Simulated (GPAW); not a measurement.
W:

```xyz
1
Lattice="-1.5823 1.5823 1.5823 1.5823 -1.5823 1.5823 1.5823 1.5823 -1.5823" Properties=species:S:1:pos:R:3 pbc="T T T"
W     0.0000    0.0000    0.0000
```

- Program: GPAW 26.7.0
- Task: relaxation of cell and atoms
- Functional: PBEsol
- Dispersion: D4
- Potentials or basis: PAW data sets generated in the run's folder for this functional
- Cutoff: 600 eV
- Basis: pw
- k mesh: 12 × 12 × 12
- Occupations: fermi-dirac, width 0.05 eV
- Spin: no spin polarisation

At the start: pressure -7.2 GPa; volume 15.85 Å³/atom.

Task: Where does the relaxation end?

Result: Over 3 steps the energy falls by 7.9 meV/atom and the volume is 15.49 Å³/atom (-2.3 %); space group Im-3m (No. 229, to 0.05 Å).

The path:
```tsv
step	energy change (eV)	largest force (eV/Å)	pressure (GPa)	volume (Å³)
1	0.0000	0.0000	-7.15	15.85
2	-0.0070	0.0000	2.45	15.37
3	-0.0079	0.0000	-0.05	15.49
```

Final structure:
```
W
1.0
    -1.57038    1.57038    1.57038
     1.57038   -1.57038    1.57038
     1.57038    1.57038   -1.57038
W
1
Direct
  0.00000 0.00000 0.00000
```

Caveat: later steps reuse the first step's grids; pairwise dispersion overbinds metals, which lowers pressure and volume.
